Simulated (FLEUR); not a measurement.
# Sc in FLEUR: single point with PBE

Aim: the single point of Sc with PBE.

Program: FLEUR MaX-R8.1 (later development tree). These are calculated values, not measurements. Logs are shortened: lines on timing, memory, paths and dates and some standing lists are left out, and cuts for length are marked.

**1. The undisturbed crystal**

The cell holds a slab with vacuum, 5 atoms: a = 3.211 Å, b = 3.211 Å, c = 24.082 Å, α = 90.00°, β = 90.00°, γ = 90.00°.

**2. Single point, PBE (the (1 0 0) slab of Sc, cut from the database cell, not relaxed)**

inp.xml reads:

```xml
<?xml version="1.0" encoding="UTF-8" standalone="no"?>
<fleurInput fleurInputVersion="0.39">
   <comment>
      Sc                                                                                                  
   </comment>
   <calculationSetup>
      <cutoffs Kmax="4.1" Gmax="12.7" GmaxXC="12.7" numbands="0"/>
      <scfLoop itmax="90" minDistance="0.0001" maxIterBroyd="40" imix="Anderson" alpha="0.05" precondParam="0.0" spinf="2.0" sdNocoIR="T"/>
      <coreElectrons ctail="T" frcor="F" kcrel="0" coretail_lmax="0"/>
      <xcFunctional name="pbe" relativisticCorrections="F"/>
      <magnetism jspins="1"/>
      <soc l_soc="F" theta="0.0" phi="0.0" spav="F"/>
      <expertModes spex="0" secvar="F"/>
      <geometryOptimization l_f="T" forcealpha="1.0" forcemix="BFGS" epsdisp="0.0005" epsforce="0.0002"/>
      <ldaU l_linMix="F" mixParam="0.05" spinf="1.0"/>
   </calculationSetup>
   <cell>
      <bzIntegration valenceElectrons="55.0" mode="hist" fermiSmearingEnergy="0.00183747">
         <kPointListSelection listName="default-1"/>
         <!-- k-points included here -->
         <xi:include xmlns:xi="http://www.w3.org/2001/XInclude" href="kpts.xml"> </xi:include>
      </bzIntegration>
      <!-- symmetry operations included here -->
      <xi:include xmlns:xi="http://www.w3.org/2001/XInclude" href="sym.xml"> </xi:include>
      <filmLattice scale="1.0" dVac="23.28" dTilda="25.78">
         <bravaisMatrixFilm>
            <row-1>    6.0678574723143059     0.0000000000000000</row-1>
            <row-2>    0.0000000000000000     6.0678574723143059</row-2>
         </bravaisMatrixFilm>
         <vacuumEnergyParameters vacuum="1" spinUp="-.25" spinDown="-.25"/>
      </filmLattice>
   </cell>
   <atomSpecies>
      <species name="Scandium (Sc)" element="Sc" atomicNumber="21">
         <mtSphere radius="2.66" gridPoints="879" logIncrement="0.014"/>
         <atomicCutoffs lmax="11" lnonsphr="8"/>
         <electronConfig flipSpins="F">
            <coreConfig>(1s1/2) (2s1/2) (2p1/2) (2p3/2)</coreConfig>
            <valenceConfig>(3s1/2) (3p1/2) (3p3/2) (4s1/2) (3d3/2) (3d5/2)</valenceConfig>
            <stateOccupation state="(3d3/2)" spinUp="0.200000" spinDown="0.200000"/>
            <stateOccupation state="(3d5/2)" spinUp="0.300000" spinDown="0.300000"/>
         </electronConfig>
         <energyParameters s="4" p="4" d="3" f="4"/>
         <lo type="SCLO" l="0" n="3" eDeriv="0"/>
         <lo type="SCLO" l="1" n="3" eDeriv="0"/>
         <lo type="SCLO" l="1" n="3" eDeriv="1"/>
         <lo type="SCLO" l="2" n="3" eDeriv="2"/>
         <lo type="SCLO" l="3" n="4" eDeriv="2"/>
      </species>
   </atomSpecies>
   <atomGroups>
      <atomGroup species="Scandium (Sc)">
         <filmPos label="                   1">1.000/2.000 1.000/2.000 -8.5812463092</filmPos>
         <filmPos label="                   5">1.000/2.000 1.000/2.000 8.5812463547</filmPos>
         <force calculate="T" relaxXYZ="TTT"/>
      </atomGroup>
      <atomGroup species="Scandium (Sc)">
         <filmPos label="                   2">.0000000000 .0000000000 -4.2906231432</filmPos>
         <filmPos label="                   4">.0000000000 .0000000000 4.2906231887</filmPos>
         <force calculate="T" relaxXYZ="TTT"/>
      </atomGroup>
      <atomGroup species="Scandium (Sc)">
         <filmPos label="                   3">1.000/2.000 1.000/2.000 .0000000228</filmPos>
         <force calculate="T" relaxXYZ="TTT"/>
      </atomGroup>
   </atomGroups>
   <output dos="F" band="F" slice="F">
      <checks vchk="F" cdinf="F"/>
      <bandDOS minEnergy="-.5*Htr" maxEnergy="0.5*Htr" sigma="0.015" storeEVData="T"/>
      <vacuumDOS vacdos="F" integ="F" star="F" nstars="0" locx1="0.0" locy1="0.0" locx2="0.0" locy2="0.0" nstm="0" tworkf="0.0"/>
      <unfoldingBand unfoldBand="F" supercellX="1" supercellY="1" supercellZ="1"/>
      <plotting iplot="0" polar="F">
         <plot TwoD="T" vec1="  1.0  0.0  0.0" vec2="  0.0  1.0  0.0" vec3="  0.0  0.0  1.0" zero="  0.0  0.0 -0.5" file="plot"/>
      </plotting>
      <chargeDensitySlicing numkpt="0" minEigenval="0.0" maxEigenval="0.0" nnne="0" pallst="F"/>
      <specialOutput eonly="F"/>
      <moessbauerParams electricFieldGradient="T" isomerShift="T" coreHyperfine="T" valenceHyperfine="T"/>
      <magneticCircularDichroism mcd="F" energyLo="-10.0" energyUp="0.0"/>
   </output>
  <!-- We include the file relax.xml here to enable relaxations (see documentation) -->
  <xi:include xmlns:xi="http://www.w3.org/2001/XInclude" href="relax.xml"> <xi:fallback/> </xi:include>
</fleurInput>
```

slab.txt reads:

```
Sc
&input film=T /
3.2109718934  0.0000000000  0.0000000000
0.0000000000  3.2109718934  0.0000000000
0.0000000000  0.0000000000  24.0820000000
1.8897261246
1.0 1.0 1.0

5
21 0.5000000000  0.5000000000  -8.5812463092
21 0.0000000000  0.0000000000  -4.2906231432
21 0.5000000000  0.5000000000  0.0000000228
21 0.0000000000  0.0000000000  4.2906231887
21 0.5000000000  0.5000000000  8.5812463547

&kpt div1=8 div2=8 div3=1 gamma=T /
```

Potentials or basis: all-electron, FLAPW.

The run is started by

```console
$ inpgen -f crystal.txt -profile fastHighL
$ # inp.xml edited to the form shown
$ mpirun -n 4 fleur_MPI -pe_per_kpt 1
```

The log of the run:

```text
Welcome to FLEUR        (www.flapw.de)
      MaX-Release 8.1          (www.max-centre.eu)

 ========== k-point set info ==========
 Selected k-point list: default-1
 k-point list type: mesh
 8 x 8 x 1
 Number of k points: 15

 ------------Calculation Setup---------------------------
 Number of MPI-tasks      :            4
 Number of PE/node        :            4
 Number of OMP-threads    :            1
 Using exactly            1  PE per kpt
 Using exactly            1  PE per kpt
 Using exactly            1  PE per kpt
 Using exactly            1  PE per kpt
 k-points in parallel     :            4
 pe's per k-point         :            1
 No of k-point loops      :            3
 Info/Warning             : your k-point parallelism is not fully load-balanced
 Eigenvalue solver        :       lapack
 Number of basis functions:         1307
 Approximate size of matrices (H+S) per k-point:         0.025 GB
 --------------------------------------------------------
 Iteration:     1   Distance:       8.11674276 me/bohr^3
 Iteration:     2   Distance:       9.68157457 me/bohr^3
 Iteration:     3   Distance:       5.05117116 me/bohr^3
 Iteration:     4   Distance:       4.91691697 me/bohr^3
 Iteration:     5   Distance:       3.56810723 me/bohr^3
 Iteration:     6   Distance:       2.16056960 me/bohr^3
 Iteration:     7   Distance:       2.87106569 me/bohr^3
 Iteration:     8   Distance:       1.76767834 me/bohr^3
 Iteration:     9   Distance:       0.93013515 me/bohr^3
 Iteration:    10   Distance:       0.81447338 me/bohr^3
 Iteration:    11   Distance:       0.36503766 me/bohr^3
 Iteration:    12   Distance:       0.16383478 me/bohr^3
 Iteration:    13   Distance:       0.12398564 me/bohr^3
 Iteration:    14   Distance:       0.09788126 me/bohr^3
 Iteration:    15   Distance:       0.06101271 me/bohr^3
 Iteration:    16   Distance:       0.03657439 me/bohr^3
 Iteration:    17   Distance:       0.01554533 me/bohr^3
 Iteration:    18   Distance:       0.01480883 me/bohr^3
 Iteration:    19   Distance:       0.00239245 me/bohr^3
 Iteration:    20   Distance:       0.00280023 me/bohr^3
 Iteration:    21   Distance:       0.00059234 me/bohr^3
 Iteration:    22   Distance:       0.00043770 me/bohr^3
 Iteration:    23   Distance:       0.00007954 me/bohr^3

 Reset of history

 ********************************************************************
 Run finished successfully
 Stop message:
   Structural relaxation: new displacements generated
 ********************************************************************
```

It took 3.9 min on 4 MPI ranks of Intel Xeon Platinum 8259CL at 2.50GHz (Skylake/Cascade Lake), shared host.

What came out:

* Free energy: -103976.9549 eV
* Largest force: 0.457 eV/Å
* Band gap on the k mesh: none (metal or under the smearing width)
* Valence electrons inside the program's atomic spheres: Sc 9.46, 9.56 (radii Sc 2.66 bohr)
* Work function of the upper face: 2.90 eV
* Work function of the lower face: 2.90 eV

Forces in eV/Å, atoms in the order of the input:
```
Sc   0.000  0.000  0.268
Sc   0.000  0.000 -0.457
Sc   0.000  0.000  0.000
Sc   0.000  0.000  0.457
Sc   0.000  0.000 -0.268
```

Core levels (eV from the Fermi level):
```
atom                                                   levels
1 Sc  1s1/2 -4391.4, 2s1/2 -469.0, 2p1/2 -386.0, 2p3/2 -381.4
2 Sc  1s1/2 -4390.6, 2s1/2 -468.3, 2p1/2 -385.3, 2p3/2 -380.7
3 Sc  1s1/2 -4390.8, 2s1/2 -468.5, 2p1/2 -385.5, 2p3/2 -380.8
4 Sc  1s1/2 -4390.6, 2s1/2 -468.3, 2p1/2 -385.3, 2p3/2 -380.7
5 Sc  1s1/2 -4391.4, 2s1/2 -469.0, 2p1/2 -386.0, 2p3/2 -381.4
```
